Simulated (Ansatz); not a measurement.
**Ag under changes of volume**

One of the cells (18.035 Å³/atom); the others are scaled copies at fixed shape and fractional positions:

```
CELL_PARAMETERS angstrom
2.88620 0.00000 0.00000
-1.44310 2.49952 0.00000
0.00000 0.00000 10.00000
ATOMIC_POSITIONS crystal
Ag 0.00000 0.00000 0.50000
Ag 0.00000 0.00000 0.00000
Ag 0.66667 0.33333 0.75000
Ag 0.33333 0.66667 0.25000
```

This isn't the form of Ag at room conditions, which is fcc.

| Quantity | Value |
| --- | --- |
| Program | Ansatz 0.2.0 |
| Functional | PBE |
| Potentials or basis | Ansatz PAW |
| Cutoff | 420 eV (not typed: the program's choice for these potentials) |
| k mesh | 11 × 11 × 3 |
| Occupations | fermi-dirac, width 0.05 eV |
| Spin | no spin polarisation |

```csv
volume (Å³/atom),energy over the lowest point (meV/atom),pressure (GPa)
16.953,16.43,5.9
17.314,6.00,3.4
17.675,0.74,1.3
18.035,0.00,-0.6
18.396,?,?
18.757,9.69,-3.6
19.117,19.14,-4.8
```

Question: What does the run at 18.396 Å³/atom give?

Answer: Energy over the lowest point 3.15 meV/atom; pressure -2.2 GPa.

Worked out: A Birch-Murnaghan fit of order 3 (a polynomial in V^(-2/3)) to the other rows has its minimum at 17.92 Å³/atom with B0 = V·E''(V) = 90 GPa and B' = 6.0 at fixed shape and positions, which overstates the stiffness. It gives 3.15 meV/atom at 18.396 Å³/atom, against the run's 3.15, and -dE/dV = -2.2 GPa, against -2.2.

Energies are extrapolated to zero smearing.
